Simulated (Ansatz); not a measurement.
TiC:

```xyz
2
Lattice="0.0000 2.1657 2.1657 2.1657 0.0000 2.1657 2.1657 2.1657 0.0000" Properties=species:S:1:pos:R:3 pbc="T T T"
Ti    0.0000    0.0000    0.0000
C     2.1657    2.1657    2.1657
```

The cell is a database's computed one.

Base run:

- Program: Ansatz 0.2.0
- Functional: PBEsol
- Potentials or basis: all-electron LAPW, scalar-relativistic
- Cutoff: 312 eV (chosen from the basis error)
- Basis error allowed: 0.001 eV/atom
- k mesh: 11 × 11 × 11
- Occupations: fermi-dirac, width 0.05 eV
- Spin: no spin polarisation
- Hubbard terms: Ti d U = 2 eV

Its results: band gap on the k mesh none (metal or under the smearing width); pressure -3.7 GPa.

**Question.** The run is repeated on the same cell with these changes: hubbard terms from Ti d U = 2 eV to none. What comes out?

**Answer.** Band gap on the k mesh none (metal or under the smearing width); pressure -6.7 GPa.

Caveats: U is the effective U less J, on atomic orbitals that reach past the spheres (some runs); U without spin polarisation on a metal has little footing (some runs); the U is typed as a test and isn't derived for this compound (some runs).
